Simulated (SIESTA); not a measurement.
The system is NbSi2.

```
CELL_PARAMETERS angstrom
4.81900 0.00000 0.00000
-2.40950 4.17338 0.00000
0.00000 0.00000 6.59200
ATOMIC_POSITIONS crystal
Nb 0.01753 0.51768 0.17122
Nb 0.48342 0.49464 0.83618
Nb 0.49296 0.00806 0.50038
Si 0.32404 0.17199 0.16406
Si 0.15687 0.84110 0.82786
Si 0.84032 0.67868 0.50493
Si 0.67560 0.83555 0.16564
Si 0.85649 0.16115 0.82895
Si 0.15318 0.31901 0.49367
```

The cell isn't the ideal one: atoms moved at random, drawn with an rms of 0.05 Å.

Base run:

* Program: SIESTA 5.4.2
* Functional: PBEsol
* Potentials or basis: PseudoDojo 0.4 standard (PBEsol files)
* Basis: DZP (energy shift 0.003 Ry; two zetas on semicore shells)
* Grid cutoff: 800 Ry
* Energy shift: 0.003 Ry
* k mesh: 7 × 7 × 4
* Occupations: fermi-dirac, width 0.05 eV
* Spin: no spin polarisation

Its results: band gap on the k mesh none (metal or under the smearing width); pressure -2.6 GPa; largest force 1.436 eV/Å.

**Question.** The run is repeated on the same cell with these changes: functional from PBEsol to PBE; potentials or basis from PseudoDojo 0.4 standard (PBEsol files) to PseudoDojo 0.4 standard (PBE files). What comes out?

**Answer.** Band gap on the k mesh none (metal or under the smearing width); pressure 1.7 GPa; largest force 1.463 eV/Å.

Caveats: the basis of atomic orbitals isn't converged, which shifts pressures, moduli and gaps.
